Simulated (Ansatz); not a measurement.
**Phonon dispersion of TiAl**

All numbers below come from DFT PBE, scalar-relativistic, plane waves, PAW in Ansatz. Settings: 420 eV plane-wave cutoff, Γ-centred 20×20×14 mesh, Fermi-Dirac smearing of 0.15 eV. No spin polarisation. Phonons by linear response, acoustic sum rule imposed.

Equilibrium structure at this level:
```
Ti Al
1.0
     2.82539    0.00000    0.00000
     0.00000    2.82539    0.00000
     0.00000    0.00000    4.07634
Ti Al
1 1
Cartesian
  0.0000 0.0000 0.0000
  1.4127 1.4127 2.0382
```

It was relaxed at this level from a cell as deposited in COD. In a metal, frequencies and elastic constants depend on the k mesh and the smearing, soft modes and shear constants most. The q mesh is coarse, so values between its points are rough.

Force constants from linear response on a 4×4×2 q mesh.

Path: Γ–X–M–Γ–Z–R–A–Z | X–R | M–A. Only the points of the 4×4×2 mesh were computed; the rest is interpolation, which is rough on so few points. On the mesh no mode is imaginary. Distance along the path (Å⁻¹), then the branches (cm⁻¹, negative for imaginary):
```
0.000  0 0 0 260 260 302
0.139  21 40 52 259 262 303
0.278  42 79 102 255 266 303
0.417  63 115 147 249 273 304
0.556  85 146 186 242 280 302
0.695  105 172 218 234 287 299
0.834  123 193 226 242 293 295
0.973  136 206 219 256 290 296
1.112  141 212 216 261 288 298
1.251  146 215 218 264 288 298
1.390  159 224 224 271 289 300
1.529  180 232 237 282 291 303
1.668  205 242 250 293 293 306
1.807  230 251 263 296 303 308
1.946  250 260 272 298 310 312
2.085  263 265 278 300 314 314
2.224  267 267 280 300 316 316
2.420  260 262 276 299 312 314
2.617  239 248 260 300 301 311
2.813  209 229 233 286 303 305
3.010  173 198 207 268 295 305
3.207  132 158 174 255 283 306
3.403  89 110 126 254 272 305
3.600  44 57 66 258 263 303
3.796  0 0 0 260 260 302
3.893  28 28 31 259 259 302
3.989  55 55 61 256 256 300
4.085  82 82 88 252 252 297
4.182  107 107 113 245 245 294
4.278  130 130 134 236 236 290
4.374  150 151 151 226 226 286
4.471  160 168 168 216 216 284
4.567  164 176 176 210 210 283
4.706  154 174 176 210 220 286
4.845  138 169 174 212 241 295
4.984  126 169 172 214 262 305
5.123  122 169 175 216 281 312
5.262  128 166 186 217 297 318
5.401  138 163 198 218 308 322
5.540  147 161 207 218 315 324
5.679  150 160 210 218 317 324
5.818  150 168 212 222 316 323
5.957  147 187 219 234 314 320
6.096  143 210 229 249 310 316
6.235  139 231 240 264 306 312
6.374  135 246 249 276 301 308
6.513  134 255 256 285 296 306
6.652  133 260 260 290 292 305
6.791  133 261 261 291 291 305
6.987  133 257 259 290 292 306
7.184  129 242 253 284 294 310
7.380  118 216 239 274 293 316
7.577  105 184 219 259 286 319
7.774  104 161 200 243 272 315
7.970  120 158 186 227 250 304
8.167  146 169 178 215 226 290
8.363  164 176 176 210 210 283
8.363  141 212 216 261 288 298
8.460  142 209 216 257 291 299
8.556  144 202 217 249 298 302
8.652  147 192 217 239 305 306
8.749  151 180 217 230 309 312
8.845  154 169 217 222 313 317
8.941  157 159 215 218 315 321
9.038  153 159 211 218 317 323
9.134  150 160 210 218 317 324
9.134  267 267 280 300 316 316
9.230  267 267 276 300 315 315
9.327  264 266 266 301 312 312
9.423  245 266 266 302 308 308
9.519  220 264 264 302 303 303
9.616  191 263 263 299 299 303
9.712  163 262 262 295 295 304
9.808  142 261 261 292 292 305
9.905  133 261 261 291 291 305
```
